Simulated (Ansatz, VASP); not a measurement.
# Cross-check of Si (Silicon) between VASP and Ansatz, part 2 of 2

Wanted: the spread between two codes on one cell, functional and k mesh. The cell is taken from a series of VASP runs on this material, whose earlier steps may have relaxed, scaled or displaced it; both programs get it as it stands.

VASP 6.6.1 and Ansatz 0.2.0.

So far. Step 4 (Side by side): The walks stopped with 0.00 GPa left in Ansatz and 0.01 GPa in VASP; each walk ends within a tolerance, so the volume difference is uncertain by about these residues over the bulk modulus, most in soft cells.

### Step 5. Ansatz: relaxation of cell and atoms, BLYP

Level of this step: Ansatz beside VASP: Kohn-Sham DFT, plane waves, BLYP (Ansatz).

The relaxed volume is the usual yardstick between codes: its relative difference is about their pressure difference at one cell divided by the bulk modulus. The cell compared in this pair holds 42.41 Å³, against 41.25 Å³ for the pair before.

The cell is taken from a series of VASP runs on this material, whose earlier steps may have relaxed, scaled or displaced it; both programs get it as it stands.

File input.yaml:

```yaml
crystal:
  lattice:
    - [0.0, 2.7678043831, 2.7678043831]
    - [2.7678043831, 0.0, 2.7678043831]
    - [2.7678043831, 2.7678043831, 0.0]
  atoms:
    - { symbol: Si, position: [0.75, 0.75, 0.75] }
    - { symbol: Si, position: [0.5, 0.5, 0.5] }
hamiltonian:
  xc: blyp
  pseudopotentials: { kind: paw }
kpoints:
  mp_grid: { grid: [8, 8, 8] }
scf:
  occupations: { method: gaussian, width: 0.03 }
relax:
  f_tol: 0.01
  max_steps: 60
  cell: { stress_tol: 0.05 }
output:
  forces: true
  stress: true
```

The run is started by

```bash
$ ansatz run input.yaml --threads 4 --pin off --max-ram 9216MiB --backend cpu --events-out ev --progress --plain --runs-dir out
```

Numbers of over 12 decimals in the logs are rounded to 6 here.

The program printed:

```text
[...]
Crystal: 2 atoms, lattice volume = 42.407 Å³
Basis set: ecut = 420 eV, 869 PW (Γ), exchange–correlation on 54×54×54 points (8 copies of the dense FFT grid, shifted against one another)
Bands: 8, of which v1, the nominal top of the filled ones, is band 4 counted from 1 (3 counted from 0)
Symmetry: 48 space group operations
[...]
k-points: 29 of 512
[...]
0.000000      -0.031727      -0.000000
       -0.000000      -0.000000      -0.031727
  P = ⅓ Tr σ = -0.0317 GPa (-0.317 kbar)
--- Relaxed structure (2 steps of the walk, 2 accepted, 1 SCFs on fresh bases) ---
[...]
cell:  # Å, volume = 42.3555 Å³
    - [0, 2.766686, 2.766686]
    - [2.766686, 0, 2.766686]
    - [2.766686, 2.766686, 0]
  atoms:
    - { symbol: Si, position: [0.750000, 0.750000, 0.750000] }
    - { symbol: Si, position: [0.500000, 0.500000, 0.500000] }
[key lines of the parts left out:]
SCF converged after 3 iterations
Free energy (F): -1278.933710 eV
Fermi energy:    6.488680 eV
```

It took 1.5 s on 4 threads of Arm Neoverse N1, shared host; peak memory 0.28 GiB; 3.8 s of CPU time.

### Step 6. VASP: relaxation of cell and atoms, BLYP

The same cell, functional (in two slightly different forms), mesh and smearing now go to VASP, with its own data sets and cutoff.

File INCAR:

```
SYSTEM = Si
PREC = Accurate
ENCUT = 450
EDIFF = 1E-06
NELM = 100
ISMEAR = 0
SIGMA = 0.03
LREAL = .FALSE.
ALGO = Normal
GGA = B5
ALDAX = 1
AGGAX = 1
AGGAC = 1
ALDAC = 0
NBANDS = 10
LORBIT = 11
LWAVE = .FALSE.
LCHARG = .FALSE.
KPAR = 8
IBRION = 2
NSW = 50
ISIF = 3
EDIFFG = -0.006
```

File POSCAR:

```
Si
1.0
    0.0000000000      2.7678043831      2.7678043831
    2.7678043831      0.0000000000      2.7678043831
    2.7678043831      2.7678043831      0.0000000000
Si
2
Direct
    0.7500000000      0.7500000000      0.7500000000
    0.5000000000      0.5000000000      0.5000000000
```

File KPOINTS:

```
Automatic mesh
0
Gamma
8 8 8
0 0 0
```

Potentials, in the order of the species: Si (PBE family, release 64).

The run is started by

```bash
$ mpirun -np 8 vasp_std
```

The program printed:

```text
[banner, memory and clock lines left out]
running    8 mpi-ranks, on    1 nodes
[...]
[... a notice as in an earlier step ...]

|                                                                             |
|               ----> ADVICE to this user running VASP <----                  |
|                                                                             |
|     You enforced a specific xc type in the INCAR file but a different       |
|     [... a line on the potential file left out ...]
|     I HOPE YOU KNOW WHAT YOU ARE DOING!                                     |
|                                                                             |

 LDA part: xc-table for (Slater(with rela. corr.)+VWN5), standard interpolation
 POSCAR, INCAR and KPOINTS ok, starting setup
[...]
entering main loop
       N       E                     dE             d eps       ncg     rms          rms(c)
DAV:   1     0.874764350085E+01    0.87476E+01   -0.31042E+03   580   0.576E+02
DAV:   2    -0.913820787614E+01   -0.17886E+02   -0.17484E+02   822   0.843E+01
DAV:   3    -0.961433956994E+01   -0.47613E+00   -0.47518E+00   750   0.129E+01
DAV:   4    -0.961821288068E+01   -0.38733E-02   -0.38729E-02   718   0.146E+00
[...]
DAV:   9    -0.948865832376E+01    0.65218E-04   -0.54753E-04   698   0.127E-01    0.405E-02
DAV:  10    -0.948867529767E+01   -0.16974E-04   -0.32893E-05   670   0.405E-02    0.180E-02
DAV:  11    -0.948867476390E+01    0.53377E-06   -0.68315E-07   606   0.636E-03
   1 F= -.94886748E+01 E0= -.94886748E+01  d E =-.948867E+01
[...]
reached required accuracy - stopping structural energy minimisation
```

From OUTCAR (step 6):

```text
  Total        0.0001877      0.0001877      0.0001877     -0.0000000      0.0000000      0.0000000
  in kB        0.0070924      0.0070924      0.0070924     -0.0000000      0.0000000      0.0000000
  external PRESSURE =       0.0070924 kB  Pullay stress =       0.0000000 kB

 POSITION                                       TOTAL-FORCE (eV/Angst)
 -----------------------------------------------------------------------------------
      4.15171      4.15171      4.15171         0.000000     -0.000000     -0.000000
      2.76780      2.76780      2.76780        -0.000000      0.000000      0.000000
 -----------------------------------------------------------------------------------
    total drift:                                0.000000      0.000000     -0.000000

  FREE ENERGIE OF THE ION-ELECTRON SYSTEM (eV)
  ---------------------------------------------------
  free  energy   TOTEN  =        -9.4886747639 eV

  energy  without entropy=       -9.4886747639  energy(sigma->0) =       -9.48867476

[... 2 parts as in an earlier step ...]

[... 2 further parts left out ...]
[key lines of the parts left out:]
E-fermi :   5.7825
```

### Step 7. Comparison

What differs besides the data sets and the points named for the pairs above, as far as they apply: Ansatz makes its cores anew for this functional, VASP keeps those of its PBE data sets; VASP's log shows a relativistic correction to its local exchange, Ansatz's none. Total energies have different zeros and are not compared.

Both answers:

```csv
quantity,Ansatz,VASP,difference
volume (Å³),42.36,42.41,-0.12 %
"edge a after relaxation, in the typed setting (Å)",3.913,3.914,-0.04 %
```

The walks stopped with -0.03 GPa left in Ansatz and 0.00 GPa in VASP; each walk ends within a tolerance, so the volume difference is uncertain by about these residues over the bulk modulus, most in soft cells.

### Step 8. Summary of results

```
difference in volume (relaxation of cell and atoms, PBE)  : 0.100 %
difference in volume (relaxation of cell and atoms, BLYP) : -0.12 %
```

The difference in volume is -0.12 % (relaxation of cell and atoms, BLYP), within the 1.2 % picked in this series as the mark of a large difference, as far as the stopping tolerances let one tell. How closely two codes agree says nothing of how well the functional describes the real material.

[Lines on the potential files, build, host, timing and source positions are cut from VASP's logs without a mark.]

[Logs are printed without paths, hosts, clocks, repeated set-up lines and the standing remarks that a program may print on its own settings, such as how far it seeks lower states.]

[Hosts, paths, dates, database ids (printed as entryN), source tags and the programs' standing remarks are cut or masked in the printed files.]
